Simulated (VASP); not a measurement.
# BP (F-43m) in VASP: a series of runs, part 2 of 2

VASP 6.6.1. The steps go on from the part before.

## (4) Elastic constants, PBE

This run uses another cell than the first one, of 11.75 Å³/atom, 1.017 times its volume.

Input file POSCAR:

```
BP
1.0
    0.0000000000      2.2731332140      2.2731332140
    2.2731332140      0.0000000000      2.2731332140
    2.2731332140      2.2731332140      0.0000000000
  B               P
     1     1
Direct
     0.0000000000000000    0.0000000000000000    0.0000000000000000
     0.2500000000000000    0.2500000000000000    0.2500000000000000
```

Input file INCAR.step1:

```
SYSTEM = BP
PREC = Accurate ; ENCUT = 600
EDIFF = 1E-8 ; ISMEAR = 0
SIGMA = 0.03 ; LREAL = .FALSE.
LASPH = .TRUE. ; NELM = 80
ALGO = Normal ; ISIF = 3
LWAVE = .FALSE. ; LCHARG = .FALSE.
GGA = PE ; IBRION = 2
NSW = 40 ; EDIFFG = -0.002
```

Input file INCAR.step2:

```
SYSTEM = BP
PREC = Accurate ; ENCUT = 600
EDIFF = 1E-8 ; ISMEAR = 0
SIGMA = 0.03 ; LREAL = .FALSE.
LASPH = .TRUE. ; NELM = 80
ALGO = Normal ; ISIF = 3
LWAVE = .FALSE. ; LCHARG = .FALSE.
GGA = PE ; IBRION = 6
NFREE = 2 ; POTIM = 0.015
NSW = 1
```

Input file KPOINTS:

```
Automatic mesh
0
G
  10 10 10
  0 0 0
```

Potentials or basis: VASP PAW PBE potentials, release 64 (B, P).

Command:

```bash
$ cat potpaw_PBE.64/B/POTCAR potpaw_PBE.64/P/POTCAR > POTCAR
$ cp INCAR.step1 INCAR
$ mpirun -np 1 vasp_std > vasp.out
$ cp CONTCAR POSCAR
$ cp INCAR.step2 INCAR
$ mpirun -np 1 vasp_std > vasp.out
```

OUTCAR:

```text
SYSTEM = BP
   PREC = Accurate
   ENCUT = 600
   EDIFF = 1E-8
   ISMEAR = 0
   LREAL = .FALSE.
   LASPH = .TRUE.
   NELM = 80
   ISIF = 3
   GGA = PE
   IBRION = 6
   NFREE = 2
   POTIM = 0.015
   NSW = 1

 ion  position               nearest neighbor table
   1  0.000  0.000  0.000-   2 1.97   2 1.97   2 1.97   2 1.97
   2  0.250  0.250  0.250-   1 1.97   1 1.97   1 1.97   1 1.97

  LATTYP: Found a face centered cubic cell.
 ALAT       =     4.5462664280

  Lattice vectors:

 A1 = (   0.0000000000,   2.2731332140,   2.2731332140)
 A2 = (   2.2731332140,   0.0000000000,   2.2731332140)
 A3 = (   2.2731332140,   2.2731332140,   0.0000000000)

Analysis of symmetry for initial positions (statically):
=====================================================================
 Subroutine PRICEL returns:
 Original cell was already a primitive cell.

 Routine SETGRP: Setting up the symmetry group for a
 face centered cubic supercell.

 Subroutine GETGRP returns: Found 24 space group operations
 (whereof 24 operations were pure point group operations)
 out of a pool of 48 trial point group operations.

The static configuration has the point symmetry T_d .

Analysis of symmetry for dynamics (positions and initial velocities):
=====================================================================
 Subroutine PRICEL returns:
 Original cell was already a primitive cell.

 Routine SETGRP: Setting up the symmetry group for a
 face centered cubic supercell.

 Subroutine GETGRP returns: Found 24 space group operations
 (whereof 24 operations were pure point group operations)
 out of a pool of 48 trial point group operations.

The dynamic configuration has the point symmetry T_d .

 Subroutine INISYM returns: Found 24 space group operations
 (whereof 24 operations are pure point group operations),
 and found     1 'primitive' translations

----------------------------------------------------------------------------------------

                                     Primitive cell

  volume of cell :      23.4912

  direct lattice vectors                    reciprocal lattice vectors
     0.000000000  2.273133214  2.273133214    -0.219960712  0.219960712  0.219960712
     2.273133214  0.000000000  2.273133214     0.219960712 -0.219960712  0.219960712
     2.273133214  2.273133214  0.000000000     0.219960712  0.219960712 -0.219960712

  length of vectors
     3.214695820  3.214695820  3.214695820     0.380983129  0.380983129  0.380983129

  position of ions in fractional coordinates (direct lattice)
     0.000000000  0.000000000  0.000000000
[... 309 lines left out ...]
--------------------------------------- Ionic step       17  -------------------------------------------

 number of electron       8.0000000 magnetization

 Free energy of the ion-electron system (eV)
  ---------------------------------------------------
  ext. energy  EPLUGINS =         0.00000000
  ---------------------------------------------------
  free energy    TOTEN  =       -12.93036663 eV

  energy without entropy =      -12.93036663  energy(sigma->0) =      -12.93036663

 E-fermi :   7.6218     XC(G=0): -10.8837

 val. band max:        7.4836647517   @ k =   0.0000   0.0000   0.0000
 cond. band min:       8.6127911951   @ k =   0.0000   0.4000   0.4000
 fundamental gap:      1.1291264433
 Fermi energy:         7.6217852186

 k-point     1 :       0.0000    0.0000    0.0000
  band No.  band energies     occupation
      1      -8.0437      2.00000
      2       7.2522      2.00000
      3       7.3690      2.00000
      4       7.4837      2.00000
      5      10.6829      0.00000
      6      10.7592      0.00000
      7      10.8386      0.00000
      8      14.6587      0.00000
[... 243 lines left out ...]
 k-point    24 :       0.4000    0.3000    0.0000
  band No.  band energies     occupation
      1      -5.1169      2.00000
      2       1.1924      2.00000
      3       3.3713      2.00000
      4       3.8691      2.00000
      5       9.1777      0.00000
      6      10.9929      0.00000
      7      16.8064      0.00000
      8      16.8538      0.00000

 [... further k-points ...]

------------------------ aborting loop because EDIFF is reached ----------------------------------------

  FORCE on cell =-STRESS in cart. coord.  units (eV):
  Direction    XX          YY          ZZ          XY          YZ          ZX
  --------------------------------------------------------------------------------------
  -------------------------------------------------------------------------------------
  Total        0.0014602      0.0051411      0.0051411      0.0000000      0.1058081      0.0000000
  in kB        0.0995919      0.3506405      0.3506405      0.0000000      7.2164699      0.0000000
  external PRESSURE =       0.2669576 kB  Pullay stress =       0.0000000 kB
[... 17 lines left out ...]
  FREE ENERGIE OF THE ION-ELECTRON SYSTEM (eV)
  ---------------------------------------------------
  free  energy   TOTEN  =       -12.9303666292 eV

  energy  without entropy=      -12.9303666292  energy(sigma->0) =      -12.93036663

 INTERNAL STRAIN TENSORS FROM STRAINED CELLS
 ============================================

 INTERNAL STRAIN TENSOR FOR ION    1 for displacements in x,y,z  (eV/Angst):
          X           Y           Z          XY          YZ          ZX
  --------------------------------------------------------------------------------
  x    -0.00000     0.00000     0.00000    -0.00000     7.06518     0.00000
  y    -0.00000     0.00000     0.00000    -0.00000     0.00000     7.06511
  z    -0.00000     0.00000     0.00000     7.06509    -0.00000     0.00000

 INTERNAL STRAIN TENSORS FROM DISPLACED ATOMS
 ============================================

 INTERNAL STRAIN TENSOR FOR ION    1 for displacements in x,y,z  (eV/Angst):
          X           Y           Z          XY          YZ          ZX
  --------------------------------------------------------------------------------
  x     0.00000    -0.00000    -0.00000     0.00000     7.06354     0.00000
  y     0.00000    -0.00000     0.00000     0.00000     0.00000     7.06354
  z    -0.00000    -0.00000     0.00000     7.06354     0.00000     0.00000

 INTERNAL STRAIN TENSOR FOR ION    2 for displacements in x,y,z  (eV/Angst):
          X           Y           Z          XY          YZ          ZX
  --------------------------------------------------------------------------------
  x    -0.00000     0.00000     0.00000     0.00000    -7.05700     0.00000
  y     0.00000    -0.00000     0.00000     0.00000     0.00000    -7.05700
  z     0.00000     0.00000    -0.00000    -7.05700     0.00000     0.00000

 Eigenvectors and eigenvalues of the dynamical matrix
 ----------------------------------------------------

   1 f  =   23.969484 THz   150.604707 2PiTHz  799.535909 cm-1    99.129774 meV
             X         Y         Z           dx          dy          dz
      0.000000  0.000000  0.000000     0.860978   -0.000000    0.000000
      1.136567  1.136567  1.136567    -0.508643    0.000000    0.000000
[... 21 lines left out ...]
   6 f/i=    0.000316 THz     0.001984 2PiTHz    0.010531 cm-1     0.001306 meV
             X         Y         Z           dx          dy          dz
      0.000000  0.000000  0.000000    -0.148549    0.453755   -0.175377
      1.136567  1.136567  1.136567    -0.251448    0.768069   -0.296860

--------------------------------------------------------------------------------------------------------

 ELASTIC MODULI CONTR FROM IONIC RELAXATION (kBar)
 Direction    XX          YY          ZZ          XY          YZ          ZX
 --------------------------------------------------------------------------------
 XX          -0.0000      0.0000      0.0000      0.0000     -0.0000     -0.0000
 YY           0.0000     -0.0000      0.0000      0.0000      0.0000      0.0000
 ZZ           0.0000      0.0000     -0.0000     -0.0000      0.0000     -0.0000
 XY           0.0000      0.0000     -0.0000   -180.4663      0.0000     -0.0000
 YZ          -0.0000      0.0000      0.0000      0.0000   -180.4663      0.0000
 ZX          -0.0000      0.0000     -0.0000     -0.0000      0.0000   -180.4663
 --------------------------------------------------------------------------------

 TOTAL ELASTIC MODULI (kBar)
 Direction    XX          YY          ZZ          XY          YZ          ZX
 --------------------------------------------------------------------------------
 XX        3401.2341    731.6424    731.6424      0.0000     -0.0000     -0.0000
 YY         731.6424   3401.2341    731.6424     -0.0000      0.0000     -0.0000
 ZZ         731.6424    731.6424   3401.2341     -0.0000     -0.0000      0.0000
 XY           0.0000     -0.0000     -0.0000   1856.7573      0.0000     -0.0000
 YZ          -0.0000      0.0000     -0.0000      0.0000   1856.7573      0.0000
 ZX          -0.0000     -0.0000      0.0000     -0.0000      0.0000   1856.7573
 --------------------------------------------------------------------------------
```

It took 12 min on 1 thread of Intel Xeon Platinum 8175M at 2.50GHz (Skylake/Cascade Lake), shared host; peak memory 0.27 GiB.

What came out:

| Property | Result |
| --- | --- |
| Elastic constants C11, C12, C44 | 340, 73, 186 GPa |
| Voigt bulk modulus | 162 GPa |
| Highest phonon frequency at Γ, LO-TO splitting left out | 800 cm⁻¹ |

Phonon frequencies in cm⁻¹ (negative: imaginary):
```csv
q point,frequencies
"(0.000, 0.000, 0.000)",0 0 0 800 800 800
```

Elastic tensor in Voigt notation (GPa, in the Cartesian axes of the cell as first typed):
```
340  73  73   0   0   0
 73 340  73   0   0   0
 73  73 340   0   0   0
  0   0   0 186   0   0
  0   0   0   0 186   0
  0   0   0   0   0 186
```

Clamped-ion elastic tensor (GPa):
```
340  73  73   0   0   0
 73 340  73   0   0   0
 73  73 340   0   0   0
  0   0   0 204   0   0
  0   0   0   0 204   0
  0   0   0   0   0 204
```
